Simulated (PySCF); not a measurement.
# Structure elucidation problem

The spectra below were simulated for a compound C6H6O.

1H NMR (400 MHz, computed): δ 7.35 (dd, J = 9.0, 8.2 Hz, 2H), 6.95 (t, J = 8.2 Hz, 1H), 6.79 (d, J = 9.0 Hz, 2H), 3.95 (br s, 1H).

13C{1H} NMR (computed): δ 169.1 (C), 139.7 (CH), 128.3 (CH), 121.9 (CH).

PySCF 2.14.0 with density-fitted response routines calculation with J couplings at B3LYP/pcJ-1 (without the spin–dipole term), structure optimised with PBE0-D3(BJ)/def2-SVP and shielding tensors at B3LYP/pcSseg-2 (GIAO); no solvent, single conformer, equivalent nuclei averaged, non-relativistic Hamiltonian.

References, each an isolated molecule treated in the same way: 1H (σ = 31.39 ppm), 13C (σ = 179.19 ppm) against TMS.

**Question.** What is the structure?

**Answer.** 
Rings plus π bonds: 4 (1 ring in the answer). 4 carbon signals for 6 carbons: some carbons are equivalent by symmetry or fast rotation. Carbon types of the structure: 1 × C, 5 × CH, leaving 1 H on heteroatoms. δC 169.1: aromatic carbon bearing oxygen; the electronegative substituent deshields the carbon that carries it. δC 139.7, 128.3, 121.9: aromatic CH. δH 7.35, 6.95, 6.79: hydrogen on an aromatic CH. δH 3.95: hydrogen on a phenol-type oxygen; exchangeable; this is the value without hydrogen bonding to other molecules. The protons at 6.79 and 7.35 share a coupling of 9.0 Hz (vicinal, an ortho-type coupling). The protons at 7.35 and 6.95 share a coupling of 8.2 Hz (vicinal, an ortho-type coupling).

The compound is `Oc1ccccc1`.

The shifts were computed for this structure.

The OH or NH signal is concentration- and solvent-dependent in practice; the value given is the gas-phase one. Multiplet labels drop couplings under 1 Hz and merge nearly equal ones. Couplings among chemically equivalent protons are left out too, so labels in AA′BB′ or AA′XX′ sets are apparent multiplicities. Unscaled 3J(H,H) at this level run about 10 % above measured values. Shifts are as computed. Against solution values, carbons near 30 ppm lie about +3 ppm off and those near 130 ppm about +8 ppm. Of 1211 compounds with measured shifts, 218 miss one by over three times the rms of a fit or turn the order of signals round; such compounds aren't used in these exercises.
